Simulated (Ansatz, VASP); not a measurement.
## One calculation of AlN, two programs

INCAR

```
ALGO = Normal
EDIFF = 1E-6
ENCUT = 520
GGA = PE
ISIF = 2
ISMEAR = 0
LASPH = True
LCHARG = False
LREAL = False
LWAVE = False
NBANDS = 11
NELM = 60
PREC = Accurate
SIGMA = 0.05
```

Contents of KPOINTS:

```
k-points
0
Gamma
  10 10 10
```

Contents of POSCAR:

```
AlN
1.0
    0.0405413681      2.0278633321      2.0278633321
    2.0278633321      0.0405413681      2.0278633321
    2.0278633321      2.0278633321      0.0405413681
Al N
1 1
Direct
    0.5000000000      0.5000000000      0.5000000000
    0.0000000000      0.0000000000      0.0000000000
```

Input for Ansatz:

```yaml
crystal:
  lattice:
    - [0.0405413681, 2.0278633321, 2.0278633321]
    - [2.0278633321, 0.0405413681, 2.0278633321]
    - [2.0278633321, 2.0278633321, 0.0405413681]
  atoms:
    - { symbol: Al, position: [0.5, 0.5, 0.5] }
    - { symbol: "N", position: [0.0, 0.0, 0.0] }
basis:
  ecutwfc: 520.0
kpoints:
  mp_grid: { grid: [10, 10, 10] }
hamiltonian:
  xc: pbe
  pseudopotentials: { kind: paw, azcp: { folder: soft_1 } }
scf:
  occupations: { method: gaussian, width: 0.05 }
output:
  forces: true
  stress: true
  eigenvalues: true
```

Alike in both runs: task single point; functional PBE; k mesh 10 × 10 × 10; occupations gaussian, width 0.05 eV; no spin polarisation.

|  | VASP | Ansatz |
| --- | --- | --- |
| version | VASP 6.6.1 | Ansatz 0.2.0 |
| potentials or method | VASP PAW PBE potentials, release 64 (Al, N) | scalar-relativistic, plane waves, PAW |
| plane-wave cutoff (eV) | 520 | 520 |
| valence electrons in the cell | 8 | 8 |

Ansatz gave:

- gap on the k mesh at the Fermi level (eV): 4.50
- least direct gap on the mesh (eV): 5.77
- pressure (GPa): 11.2
- largest component of the traceless stress (GPa): 6.71

**Question.** Estimate VASP's values.

**Answer.** gap on the k mesh at the Fermi level (eV): 4.49; least direct gap on the mesh (eV): 5.78; pressure (GPa): 11.1; largest component of the traceless stress (GPa): 6.72.

A k mesh can miss the band edges.
